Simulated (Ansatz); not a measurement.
## Formation energy and levels of the substitutional impurity Sr_Al in AlN (P6_3mc)

Aim: at which Fermi levels does Sr_Al in AlN (P6_3mc) change its charge? The model is a cell of 72 host atoms with 1 Al taken out and 1 Sr put in.

Method: place-levels on r2SCAN runs: charge-transition levels and formation energies with image-charge correction and potential alignment at the atomic sites; PAW set soft_1, in Ansatz 0.2.0.

### Step 1. The starting structure

The cell holds 72 atoms: 35 Al, 36 N and 1 Sr. Its edges and angles: a = 9.320 Å, b = 9.320 Å, c = 9.956 Å, α = 90.0°, β = 90.0°, γ = 120.0°. It derives from AlN (space group P6_3mc). Nearest the centre at fractional (0.444, 0.556, 0.500): Sr34 at 0.00 Å, N11 at 1.89 Å, N43 at 1.89 Å, N35 at 1.89 Å, N40 at 1.90 Å, Al9 at 3.07 Å, Al13 at 3.07 Å, Al41 at 3.07 Å.

Structure file:

```xyz
72
Lattice="9.3196 0.0000 0.0000 -4.6598 8.0710 0.0000 0.0000 0.0000 9.9565" Properties=species:S:1:pos:R:3 pbc="T T T"
Al    1.5533    0.8968    2.4852
Al    0.0000    1.7936    4.9743
N     1.5533    0.8968    4.3848
N     0.0000    1.7936    1.8957
Al    1.5533    0.8968    7.4634
Al    0.0000    1.7936    9.9525
N     1.5533    0.8968    9.3631
N     0.0000    1.7936    6.8739
Al    0.0000    3.5871    2.4852
Al   -1.5533    4.4839    4.9743
N     0.0000    3.5871    4.3848
N    -1.5533    4.4839    1.8957
Al    0.0000    3.5871    7.4634
Al   -1.5533    4.4839    9.9525
N     0.0000    3.5871    9.3631
N    -1.5533    4.4839    6.8739
Al   -1.5533    6.2774    2.4852
Al   -3.1065    7.1742    4.9743
N    -1.5533    6.2774    4.3848
N    -3.1065    7.1742    1.8957
Al   -1.5533    6.2774    7.4634
Al   -3.1065    7.1742    9.9525
N    -1.5533    6.2774    9.3631
N    -3.1065    7.1742    6.8739
Al    4.6598    0.8968    2.4852
Al    3.1065    1.7936    4.9743
N     4.6598    0.8968    4.3848
N     3.1065    1.7936    1.8957
Al    4.6598    0.8968    7.4634
Al    3.1065    1.7936    9.9525
N     4.6598    0.8968    9.3631
N     3.1065    1.7936    6.8739
Al    3.1065    3.5871    2.4852
Sr    1.5533    4.4839    4.9743
N     3.1065    3.5871    4.3848
N     1.5533    4.4839    1.8957
Al    3.1065    3.5871    7.4634
Al    1.5533    4.4839    9.9525
N     3.1065    3.5871    9.3631
N     1.5533    4.4839    6.8739
Al    1.5533    6.2774    2.4852
Al    0.0000    7.1742    4.9743
N     1.5533    6.2774    4.3848
N     0.0000    7.1742    1.8957
Al    1.5533    6.2774    7.4634
Al    0.0000    7.1742    9.9525
N     1.5533    6.2774    9.3631
N     0.0000    7.1742    6.8739
Al    7.7663    0.8968    2.4852
Al    6.2130    1.7936    4.9743
N     7.7663    0.8968    4.3848
N     6.2130    1.7936    1.8957
Al    7.7663    0.8968    7.4634
Al    6.2130    1.7936    9.9525
N     7.7663    0.8968    9.3631
N     6.2130    1.7936    6.8739
Al    6.2130    3.5871    2.4852
Al    4.6598    4.4839    4.9743
N     6.2130    3.5871    4.3848
N     4.6598    4.4839    1.8957
Al    6.2130    3.5871    7.4634
Al    4.6598    4.4839    9.9525
N     6.2130    3.5871    9.3631
N     4.6598    4.4839    6.8739
Al    4.6598    6.2774    2.4852
Al    3.1065    7.1742    4.9743
N     4.6598    6.2774    4.3848
N     3.1065    7.1742    1.8957
Al    4.6598    6.2774    7.4634
Al    3.1065    7.1742    9.9525
N     4.6598    6.2774    9.3631
N     3.1065    7.1742    6.8739
```

Known beforehand: the electronic dielectric constant, (4.49, 4.49, 4.72), and the static one, (8.15, 8.15, 9.65), computed on the host (DFPT, PBEsol, on the r2SCAN cell), and a cell off the functional's own equilibrium shifts the ionic part.

The cell's shortest repeat is 9.3 Å.

### Step 2. The runs of each charge state

A transition level is the Fermi level at which two charge states cost the same, so each charge needs its own total energy, at its own relaxed structure.

Random displacements of about 0.05 Å break the site symmetry at the start, so that the relaxation can reach a distorted minimum if there is one. Forces are taken at one point at (¼, ¼, ¼). The cell holds 1 electron more than the neutral one, with a uniform background that keeps it neutral on the whole.

The sampling was tested on the host first: at the k-points planned (1x1x1 shifted 0.25 0.25 0.25) its energy lies -0.014 eV an atom from the dense-mesh value, under the bound of 0.02 eV set for this test; that bounds the host's error, not the defect's.

One of the inputs; charge, spin and start change from state to state.

Contents of qm1.relax/input.yaml:

```yaml
crystal:
  lattice:
    - [9.31956554, 9.0e-08, 0.0]
    - [-4.65978284, 8.07098046, 0.0]
    - [0.0, 0.0, 9.95647772]
  atoms:
    - { symbol: Al, position: [0.22222222, 0.11111111, 0.24960167] }
    - { symbol: Al, position: [0.11111111, 0.22222222, 0.49960167] }
    - { symbol: "N", position: [0.22222222, 0.11111111, 0.44039833] }
    - { symbol: "N", position: [0.11111111, 0.22222222, 0.19039833] }
    - { symbol: Al, position: [0.22222222, 0.11111111, 0.74960167] }
    - { symbol: Al, position: [0.11111111, 0.22222222, 0.99960167] }
    - { symbol: "N", position: [0.22222222, 0.11111111, 0.94039833] }
    - { symbol: "N", position: [0.11111111, 0.22222222, 0.69039833] }
    - { symbol: Al, position: [0.22222222, 0.44444444, 0.24960167] }
    - { symbol: Al, position: [0.11111111, 0.55555556, 0.49960167] }
    - { symbol: "N", position: [0.22222222, 0.44444444, 0.44039833] }
    - { symbol: "N", position: [0.11111111, 0.55555556, 0.19039833] }
    - { symbol: Al, position: [0.22222222, 0.44444444, 0.74960167] }
    - { symbol: Al, position: [0.11111111, 0.55555556, 0.99960167] }
    - { symbol: "N", position: [0.22222222, 0.44444444, 0.94039833] }
    - { symbol: "N", position: [0.11111111, 0.55555556, 0.69039833] }
    - { symbol: Al, position: [0.22222222, 0.77777778, 0.24960167] }
    - { symbol: Al, position: [0.11111111, 0.88888889, 0.49960167] }
    - { symbol: "N", position: [0.22222222, 0.77777778, 0.44039833] }
    - { symbol: "N", position: [0.11111111, 0.88888889, 0.19039833] }
    - { symbol: Al, position: [0.22222222, 0.77777778, 0.74960167] }
    - { symbol: Al, position: [0.11111111, 0.88888889, 0.99960167] }
    - { symbol: "N", position: [0.22222222, 0.77777778, 0.94039833] }
    - { symbol: "N", position: [0.11111111, 0.88888889, 0.69039833] }
    - { symbol: Al, position: [0.55555556, 0.11111111, 0.24960167] }
    - { symbol: Al, position: [0.44444444, 0.22222222, 0.49960167] }
    - { symbol: "N", position: [0.55555556, 0.11111111, 0.44039833] }
    - { symbol: "N", position: [0.44444444, 0.22222222, 0.19039833] }
    - { symbol: Al, position: [0.55555556, 0.11111111, 0.74960167] }
    - { symbol: Al, position: [0.44444444, 0.22222222, 0.99960167] }
    - { symbol: "N", position: [0.55555556, 0.11111111, 0.94039833] }
    - { symbol: "N", position: [0.44444444, 0.22222222, 0.69039833] }
    - { symbol: Al, position: [0.55555556, 0.44444444, 0.24960167] }
    - { symbol: Sr, position: [0.44444444, 0.55555556, 0.49960167] }
    - { symbol: "N", position: [0.55555556, 0.44444444, 0.44039833] }
    - { symbol: "N", position: [0.44444444, 0.55555556, 0.19039833] }
    - { symbol: Al, position: [0.55555556, 0.44444444, 0.74960167] }
    - { symbol: Al, position: [0.44444444, 0.55555556, 0.99960167] }
    - { symbol: "N", position: [0.55555556, 0.44444444, 0.94039833] }
    - { symbol: "N", position: [0.44444444, 0.55555556, 0.69039833] }
    - { symbol: Al, position: [0.55555556, 0.77777778, 0.24960167] }
    - { symbol: Al, position: [0.44444444, 0.88888889, 0.49960167] }
    - { symbol: "N", position: [0.55555556, 0.77777778, 0.44039833] }
    - { symbol: "N", position: [0.44444444, 0.88888889, 0.19039833] }
    - { symbol: Al, position: [0.55555556, 0.77777778, 0.74960167] }
    - { symbol: Al, position: [0.44444444, 0.88888889, 0.99960167] }
    - { symbol: "N", position: [0.55555556, 0.77777778, 0.94039833] }
    - { symbol: "N", position: [0.44444444, 0.88888889, 0.69039833] }
    - { symbol: Al, position: [0.88888889, 0.11111111, 0.24960167] }
    - { symbol: Al, position: [0.77777778, 0.22222222, 0.49960167] }
    - { symbol: "N", position: [0.88888889, 0.11111111, 0.44039833] }
    - { symbol: "N", position: [0.77777778, 0.22222222, 0.19039833] }
    - { symbol: Al, position: [0.88888889, 0.11111111, 0.74960167] }
    - { symbol: Al, position: [0.77777778, 0.22222222, 0.99960167] }
    - { symbol: "N", position: [0.88888889, 0.11111111, 0.94039833] }
    - { symbol: "N", position: [0.77777778, 0.22222222, 0.69039833] }
    - { symbol: Al, position: [0.88888889, 0.44444444, 0.24960167] }
    - { symbol: Al, position: [0.77777778, 0.55555556, 0.49960167] }
    - { symbol: "N", position: [0.88888889, 0.44444444, 0.44039833] }
    - { symbol: "N", position: [0.77777778, 0.55555556, 0.19039833] }
    - { symbol: Al, position: [0.88888889, 0.44444444, 0.74960167] }
    - { symbol: Al, position: [0.77777778, 0.55555556, 0.99960167] }
    - { symbol: "N", position: [0.88888889, 0.44444444, 0.94039833] }
    - { symbol: "N", position: [0.77777778, 0.55555556, 0.69039833] }
    - { symbol: Al, position: [0.88888889, 0.77777778, 0.24960167] }
    - { symbol: Al, position: [0.77777778, 0.88888889, 0.49960167] }
    - { symbol: "N", position: [0.88888889, 0.77777778, 0.44039833] }
    - { symbol: "N", position: [0.77777778, 0.88888889, 0.19039833] }
    - { symbol: Al, position: [0.88888889, 0.77777778, 0.74960167] }
    - { symbol: Al, position: [0.77777778, 0.88888889, 0.99960167] }
    - { symbol: "N", position: [0.88888889, 0.77777778, 0.94039833] }
    - { symbol: "N", position: [0.77777778, 0.88888889, 0.69039833] }
  host:
    repeats: [3, 3, 2]
    atoms:
      - { symbol: Al, position: [0.66666667, 0.33333333, 0.49920333] }
      - { symbol: Al, position: [0.33333333, 0.66666667, 0.99920333] }
      - { symbol: "N", position: [0.66666667, 0.33333333, 0.88079667] }
      - { symbol: "N", position: [0.33333333, 0.66666667, 0.38079667] }
total_charge: -1
basis:
  ecutwfc: 500
  xc_grid: 2
hamiltonian:
  xc: r2scan
  pseudopotentials: { kind: paw, azcp: { folder: soft_1 } }
kpoints:
  mp_grid: { grid: [1, 1, 1], shift: [0.25, 0.25, 0.25] }
scf:
  occupations: { method: fixed }
  max_iter: 100
output:
  forces: true
  charged_corrections:
    epsilon: [4.49, 4.49, 4.72]
    static_epsilon: [8.15, 8.15, 9.65]
    defect_position: [0.444444, 0.555556, 0.499602]
relax:
  f_tol: 0.02
  max_steps: 80
  random_displacement: { amplitude: 0.05, seed: 179 }
checkpoint:
  write: "../qm1.relax.run"
  compress: false
  write_wavefunctions: true
  write_every: 100000
```

Run with:

```bash
ansatz run input.yaml --threads 4 --pin off --max-ram 7536MiB --backend cpu --events-out ev --progress --plain --runs-dir out
```

Defect states can disperse in a cell of this size, so the energy is taken again at a 2×2×2 shifted mesh, on the relaxed structure.

The run of this state that the levels use, under r2SCAN:

Contents of qm1.point/input.yaml:

```yaml
crystal:
  checkpoint: "../qm1.relax.run"
  host: checkpoint
total_charge: -1
basis:
  ecutwfc: 500
  xc_grid: 2
hamiltonian:
  xc: r2scan
  pseudopotentials: { kind: paw, azcp: { folder: soft_1 } }
kpoints:
  mp_grid: { grid: [2, 2, 2], shift: [0.5, 0.5, 0.5] }
scf:
  occupations: { method: fermi_dirac, width: 0.01 }
  max_iter: 100
output:
  forces: true
  eigenvalues: true
  charged_corrections:
    epsilon: [4.49, 4.49, 4.72]
    static_epsilon: [8.15, 8.15, 9.65]
    defect_position: [0.444444, 0.555556, 0.499602]
  eigenstates: { localisation: true }
  populations: true
  band_densities: [{ bands: [v1, v1] }, { bands: [c1, c1] }]
  write_density: true
  write_potential: true
  volumetric_format: npy
  elf: true
checkpoint:
  read: "../qm1.relax.run"
  write: "../qm1.point.run"
  compress: false
  write_wavefunctions: false
  write_every: 100000
```

Relaxations under r2SCAN at one point at (¼, ¼, ¼); times on 4 threads of Arm Neoverse V1, shared host:

| charge | moment (μB) | occupations | outcome | steps | largest displacement against the far atoms (Å) | time |
| --- | --- | --- | --- | --- | --- | --- |
| −1 | 0 | fixed | converged | 9 | 0.52 | 2 min |
| 0 | 1 | fixed | converged | 8 | 0.51 | 5.3 min |
| +1 | 0 | fixed | converged | 9 | 0.52 | 3.4 min |
| +1 | 2 | fixed | converged | 13 | 0.45 | 8.2 min |

Single points under r2SCAN at a 2×2×2 shifted mesh; times on 4 threads of Arm Neoverse V1, shared host:

| charge | moment (μB) | occupations | outcome | time |
| --- | --- | --- | --- | --- |
| −1 | 0 | fermi-dirac | converged | 83 s |
| 0 | 1 | fermi-dirac | converged | 3.2 min |
| +1 | 0 | fermi-dirac | converged | 1.8 min |
| +1 | 2 | fermi-dirac | converged | 3.9 min |

Distances (Å) from Sr34 to the nearest atoms after relaxation with r2SCAN:

| charge | moment (μB) | 1. | 2. | 3. | 4. | 5. | 6. |
| --- | --- | --- | --- | --- | --- | --- | --- |
| −1 | 0 | N 2.26 | N 2.27 | N 2.27 | N 2.33 | Al 3.11 | Al 3.12 |
| 0 | 1 | N 2.25 | N 2.27 | N 2.27 | N 2.33 | N 2.98 | Al 3.09 |
| +1 | 0 | N 2.24 | N 2.28 | N 2.28 | N 2.35 | N 2.84 | Al 3.05 |
| +1 | 2 | N 2.27 | N 2.29 | N 2.29 | N 2.32 | N 2.94 | Al 3.15 |

[end of part 1 of 2]

[Logs are printed without paths, hosts, clocks, repeated set-up lines and the standing remarks that a program may print on its own settings, such as how far it seeks lower states.]

[Hosts, paths, dates, database ids (printed as entryN), source tags and the programs' standing remarks are cut or masked in the printed files.]

[Where a table of states has a column of steps, it counts the stored structures, which are thinned; the runs took as many ionic steps or more.]

[A defect's name tells the site on which it was built; relaxed atoms can leave that site.]

[For some hosts the program warned that the k-mesh of the response run may be too coarse for force constants and the static dielectric constant; such warnings are not shown here.]
